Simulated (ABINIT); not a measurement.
# Si (Fd-3m) in ABINIT: notebook

Runs on Si. Level: LDA. Tasks: relaxation of cell and atoms, single point.

Program: ABINIT 10.8.3 (patched build). These are calculated values, not measurements. Logs are shortened: lines on timing, memory, paths and dates and some standing lists are left out, and cuts for length are marked. The log counts tension as positive stress, the text compression.

### 1 The structure

The structure is cubic, space group Fd-3m (No. 227). Conventional cell: a = 5.444 Å, b = 5.444 Å, c = 5.444 Å, α = 90.00°, β = 90.00°, γ = 90.00°. Si (site symmetry -43m) is surrounded by 4 Si at 2.36 Å.

### 2 Relaxation of cell and atoms, LDA

Input file run.abi:

```
# Pseudopotentials
pp_dirpath "./"
pseudos "Si.LDA_PW-JTH.xml"

# Structure
acell 3*1.0 Angstrom
rprim
     0.0000000000     2.7218511865     2.7218511865
     2.7218511865     0.0000000000     2.7218511865
     2.7218511865     2.7218511865     0.0000000000
ntypat 1
znucl 14
natom 2
typat 1 1
chkprim 0
chksymtnons 0
tolsym 1.0e-6
xred
            1/2            1/2            1/2
            3/4            3/4            3/4

# Plane-wave basis
ecut 15.0
pawecutdg 30.0
ecutsm 0.5

# k points
kptopt 1
ngkpt 6 6 6
nshiftk 1
shiftk 0.0 0.0 0.0

# Exchange and correlation
ixc 7

# Bands and occupations
nband 8
occopt 3
tsmear 0.05 eV

# SCF cycle
nstep 80
tolvrs 1.0e-10

# Output
iomode 3
prteig 0
prtebands 0
prtwf 0
prtden 0

# Relaxation
ionmov 2
optcell 2
ntime 50
tolmxf 2.0e-5
dilatmx 1.08
```

Potentials or basis: JTH PAW LDA v2.0.

On the command line:

```console
mpirun --bind-to none -np 4 abinit run.abi > log 2>&1
```

run.abo:

```text
.Version 10.8.3 of ABINIT
 Symmetries : space group Fd -3 m (#227); Bravais cF (face-center cubic)
================================================================================
 Values of the parameters that define the memory need of the present run
     intxc =       0    ionmov =       2      iscf =      17    lmnmax =       8
     lnmax =       4     mgfft =      30  mpssoang =       2    mqgrid =    3001
     natom =       2  nloc_mem =       2    nspden =       1   nspinor =       1
    nsppol =       1      nsym =      48    n1xccc =       1    ntypat =       1
    occopt =       3   xclevel =       1
       mpw =         962          nfft =       27000          nkpt =          16
Pmy_natom=         1
 PAW method is used; the additional fine FFT grid is defined by:
   mgfftf=        40    nfftf =     64000
================================================================================
================================================================================

--------------------------------------------------------------------------------
------------- Echo of variables that govern the present computation ------------
--------------------------------------------------------------------------------
 -outvars: echo values of preprocessed input variables --------
            acell      1.8897261259E+00  1.8897261259E+00  1.8897261259E+00 Bohr
              amu      2.80855000E+01
          chkprim           0
      chksymtnons           0
          dilatmx      1.08000000E+00
             ecut      1.50000000E+01 Hartree
           ecutsm      5.00000000E-01 Hartree
           ionmov           2
              ixc           7
         kptrlatt        6    0    0      0    6    0      0    0    6
          kptrlen      4.36444970E+01
            natom           2
            nband           8
            ngfft          30      30      30
          ngfftdg          40      40      40
             nkpt          16
            nstep          80
             nsym          48
            ntime          50
           ntypat           1
           occopt           3
          optcell           2
        pawecutdg      3.00000000E+01 Hartree
           prtden           0
        prtebands           0
           prteig           0
            prtwf           0
            rprim      0.0000000000E+00  2.7218511865E+00  2.7218511865E+00
                       2.7218511865E+00  0.0000000000E+00  2.7218511865E+00
                       2.7218511865E+00  2.7218511865E+00  0.0000000000E+00
          spgroup         227
           tolmxf      2.00000000E-05
           tolsym      1.00000000E-06
           tolvrs      1.00000000E-10
           tsmear      1.83746611E-03 Hartree
            typat      1  1
           useylm           1
           xangst      2.7218511865E+00  2.7218511865E+00  2.7218511865E+00
                       4.0827767798E+00  4.0827767797E+00  4.0827767798E+00
            xcart      5.1435532980E+00  5.1435532980E+00  5.1435532980E+00
                       7.7153299469E+00  7.7153299469E+00  7.7153299469E+00
             xred      5.0000000000E-01  5.0000000000E-01  5.0000000000E-01
                       7.5000000000E-01  7.5000000000E-01  7.5000000000E-01
            znucl       14.00000
[... 449 lines left out ...]

 cartesian coordinates (angstrom) at end:
    1      2.70144806610750     2.70144806610750     2.70144806610750
    2      4.05217209916125     4.05217209916125     4.05217209916125

 cartesian forces (hartree/bohr) at end:
    1     -0.00000000000000    -0.00000000000000     0.00000000000000
    2      0.00000000000000     0.00000000000000     0.00000000000000
 frms,max,avg= 2.6599168E-31 4.1207254E-31   0.000E+00  0.000E+00  0.000E+00 h/b

 cartesian forces (eV/Angstrom) at end:
    1     -0.00000000000000    -0.00000000000000     0.00000000000000
    2      0.00000000000000     0.00000000000000     0.00000000000000
 frms,max,avg= 1.3677842E-29 2.1189622E-29   0.000E+00  0.000E+00  0.000E+00 e/A
 length scales=  7.219555976737  7.219555976737  7.219555976737 bohr
              =  3.820424493136  3.820424493136  3.820424493136 angstroms
 Fermi (or HOMO) energy (hartree) =   0.20989   Average Vxc (hartree)=  -0.35833
 Eigenvalues (hartree) for nkpt=  16  k points:
 kpt#   1, nband=  8, wtk=  0.00463, kpt=  0.0000  0.0000  0.0000 (reduced coord)
  -0.24397    0.20026    0.20026    0.20026    0.29338    0.29338    0.29338    0.32285
      occupation numbers for kpt#   1
   2.00000    1.98944    1.98944    1.98944    0.00000    0.00000    0.00000    0.00000
 prteigrs : prtvol=0 or 1, do not print more k-points.

--- !EnergyTerms
iteration_state     : {dtset: 1, itime: 4, icycle: 1, }
comment             : Components of total free energy in Hartree
kinetic             :  3.04639781345172E+00
hartree             :  5.41698163704585E-01
xc                  : -4.78110281440176E+00
Ewald energy        : -8.44160818348130E+00
psp_core            :  2.35730704191082E-01
local_psp           : -2.33189180560779E+00
PAW spherical_terms :  3.69185936306951E+00
internal            : -8.03891675907395E+00
'-kT*entropy'       : -3.73400925996217E-06
total_energy        : -8.03892049308321E+00
total_energy_eV     : -2.18750170538019E+02
...

--- !EnergyTermsDC
iteration_state     : {dtset: 1, itime: 4, icycle: 1, }
comment             : '"Double-counting" decomposition of free energy'
band_energy         :  9.38975427713213E-02
Ewald energy        : -8.44160818348130E+00
psp_core            :  2.35730704191082E-01
xc_dc               : -1.85429662162500E+00
PAW spherical_terms :  1.92736463678083E+00
internal            : -8.03891192136306E+00
'-kT*entropy'       : -3.73400925996217E-06
total_energy_dc     : -8.03891565537232E+00
total_energy_dc_eV  : -2.18750038897200E+02
...

--- !EnergyTermsWithPAWCore
iteration_state     : {dtset: 1, itime: 4, icycle: 1, }
comment             : 'Components of total free energy, including PAW core contributions'
Total energy        : -5.78079643355255E+02
Total energy DC     : -5.78079638517544E+02
Total energy (eV)   : -1.57303484562788E+04
Total energy DC (eV): -1.57303483246380E+04
...

 Cartesian components of stress tensor (hartree/bohr^3)
  sigma(1 1)=  3.43510648E-08  sigma(3 2)=  0.00000000E+00
  sigma(2 2)=  3.43510648E-08  sigma(3 1)=  0.00000000E+00
  sigma(3 3)=  3.43510648E-08  sigma(2 1)=  0.00000000E+00

-Cartesian components of stress tensor (GPa)         [Pressure= -1.0106E-03 GPa]
- sigma(1 1)=  1.01064322E-03  sigma(3 2)=  0.00000000E+00
- sigma(2 2)=  1.01064322E-03  sigma(3 1)=  0.00000000E+00
- sigma(3 3)=  1.01064322E-03  sigma(2 1)=  0.00000000E+00

== END DATASET(S) ==============================================================
================================================================================

 -outvars: echo values of variables after computation  --------
            acell      7.2195559767E+00  7.2195559767E+00  7.2195559767E+00 Bohr
           etotal     -8.0389156554E+00
            fcart     -4.1207254096E-31 -2.0603627048E-31  0.0000000000E+00
                       4.1207254096E-31  2.0603627048E-31  0.0000000000E+00
            rprim      0.0000000000E+00  7.0710678119E-01  7.0710678119E-01
                       7.0710678119E-01  0.0000000000E+00  7.0710678119E-01
                       7.0710678119E-01  7.0710678119E-01  0.0000000000E+00
           strten      3.4351064811E-08  3.4351064810E-08  3.4351064811E-08
                       0.0000000000E+00  0.0000000000E+00  0.0000000000E+00
           xangst      2.7014480661E+00  2.7014480661E+00  2.7014480661E+00
                       4.0521720992E+00  4.0521720992E+00  4.0521720992E+00
             xred      5.0000000000E-01  5.0000000000E-01  5.0000000000E-01
                       7.5000000000E-01  7.5000000000E-01  7.5000000000E-01
 Calculation completed.
```

It took 4 s on 4 MPI ranks of Arm Neoverse V1, shared host; peak memory 0.28 GiB.

What came out:

- Free energy: -218.7500 eV
- Relaxed volume: 19.71 Å³/atom
- Relaxed cell: a = 3.820 Å, b = 3.820 Å, c = 3.820 Å, α = 60.00°, β = 60.00°, γ = 60.00°
- Space group after relaxing (to 0.05 Å): Fd-3m (No. 227)
- Energy gained by relaxing: 3.0 meV/atom
- Ionic steps: 4
- Pressure after relaxing: 0.0 GPa
- Band gap on the k mesh: 0.58 eV, indirect (least direct gap 2.53 eV)

The path:
```tsv
step	energy change (eV)	largest force (eV/Å)	pressure (GPa)	volume (Å³)
1	0.0000	0.0000	-2.09	40.33
2	-0.0029	0.0000	-1.52	40.07
3	-0.0060	0.0000	0.05	39.41
4	-0.0060	0.0000	0.00	39.43
```

Final structure:
```cif
data_structure
_symmetry_space_group_name_H-M 'P 1'
_symmetry_Int_Tables_number 1
_cell_length_a 3.8204
_cell_length_b 3.8204
_cell_length_c 3.8204
_cell_angle_alpha 60.000
_cell_angle_beta 60.000
_cell_angle_gamma 60.000
_cell_volume 39.43
loop_
_atom_site_label
_atom_site_type_symbol
_atom_site_fract_x
_atom_site_fract_y
_atom_site_fract_z
_atom_site_occupancy
Si1 Si 0.50000 0.50000 0.50000 1
Si2 Si 0.75000 0.75000 0.75000 1
```

(Part 1 of 2 ends here.)
